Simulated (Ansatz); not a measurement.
Crystal: Cd.

```
Cd
1.0
     2.97887    0.00000    0.00000
    -1.48944    2.57978    0.00000
     0.00000    0.00000    5.61765
Cd
2
Direct
  0.66667 0.33333 0.75000
  0.33333 0.66667 0.25000
```

Base run:

| Item | Value |
| --- | --- |
| Program | Ansatz 0.2.0 |
| Functional | RPBE |
| Potentials or basis | Ansatz PAW |
| Cutoff | 420 eV (not typed: the program's choice for these potentials) |
| k mesh | 10 × 10 × 5 |
| Occupations | methfessel-paxton, width 0.1 eV |
| Spin | spin-orbit coupling, no magnetisation |

Its results: band gap on the k mesh none (metal or under the smearing width); pressure 5.4 GPa.

Problem. The run is repeated on the same cell with these changes: functional from RPBE to PBE; occupations from methfessel-paxton, width 0.1 eV to fermi-dirac, width 0.1 eV. What comes out?

Solution. Band gap on the k mesh none (metal or under the smearing width); pressure 2.7 GPa.

Caveats: the PAW data sets come from PBE, with cores solved anew for the run's functional, which leaves a small shift of forces and pressure (some runs).
